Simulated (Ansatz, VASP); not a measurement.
**PtSe in VASP and in Ansatz**

File INCAR:

```
  PREC = Accurate
  ENCUT = 520
  EDIFF = 1E-7
  ISMEAR = 0
  SIGMA = 0.05
  LREAL = F
  LASPH = T
  NELM = 150
  ALGO = Normal
  ISIF = 2
  LWAVE = F
  LCHARG = T
  ISPIN = 2
  MAGMOM = 0.5 0
  LORBIT = 11
  LMAXMIX = 4
  LDAU = T
  LDAUTYPE = 2
  LDAUL = 2 -1
  LDAUU = 2 0
  LDAUJ = 0 0
  LDAUPRINT = 1
  GGA = PS
  LELF = T
  LVHAR = T
  NBANDS = 19
```

The input KPOINTS:

```
Automatic mesh
0
Gamma
  6 6 5
```

The input POSCAR:

```
PtSe
1.0
    3.7018703300      0.0000000000      0.0000000000
   -1.8509351600      3.2059137500      0.0000000000
    0.0000000000      0.0000000000      3.6128420300
Pt Se
1 1
Direct
    0.0000000000      0.0000000000      0.0000000000
    0.6666666667      0.3333333333      0.5000000000
```

The input input.yaml:

```yaml
crystal:
  lattice:
    - [3.70187033, 0.0, 0.0]
    - [-1.85093516, 3.20591375, 0.0]
    - [0.0, 0.0, 3.61284203]
  atoms:
    - { symbol: Pt, position: [0.0, 0.0, 0.0], spin: 0.5 }
    - { symbol: Se, position: [0.6666666667, 0.3333333333, 0.5] }
kpoints:
  mp_grid: { grid: [6, 6, 5] }
scf:
  occupations: { method: gaussian, width: 0.05 }
hamiltonian:
  xc: pbesol
  pseudopotentials: { kind: all_electron, lapw: { basis_error: 0.001 } }
  hubbard:
    sites: [{ species: Pt, l: d, u_eff: 2 }]
    double_counting: fll
    projectors: ortho-atomic
magnetization:
  spin_polarized: true
output:
  forces: true
  stress: true
  eigenvalues: true
  hubbard: {}
```

The cell comes from a database or a generator and needn't be the stable form of this composition.

Alike in both runs: task single point; functional PBEsol; k mesh 6 × 6 × 5; occupations gaussian, width 0.05 eV; collinear spin; Hubbard terms Pt d U = 2.0 eV.

|  | VASP | Ansatz |
| --- | --- | --- |
| version | VASP 6.6.1 | Ansatz 0.2.0 |
| potentials or method | VASP PAW PBE potentials, release 64 (Pt, Se) | all-electron LAPW, scalar-relativistic |
| plane-wave cutoff (eV) | 520 | see its input |

|  | VASP | Ansatz | Ansatz less VASP |
| --- | --- | --- | --- |
| gap on the k mesh at the Fermi level (eV) | none | none | - |
| pressure (GPa) | -17.3 | -16.3 | +1.01 |
| largest component of the traceless stress (GPa) | 3.89 | 3.61 | -0.277 |
| net moment per atom (μB) | 0.00 | 0.00 | 0.000 |

The programs project onto different local orbitals, so the same U acts differently. A gap of «none» marks a metal or a gap that the smearing closes. Ansatz ran all-electron here, so the differences hold the error of VASP's frozen core and of both bases.

Caveats: the PAW data sets were made with another functional, which shifts forces and pressure a little (VASP); the k mesh is thin for a metal, which can move the energy by tens of meV per atom (Ansatz); U is the effective U less J, on atomic orbitals that reach past the spheres (Ansatz); the starting moments weren't kept (Ansatz). The runs have no spin-orbit coupling, so splittings on Pt are missing. The state reached can hang on the start; a lower one may exist.
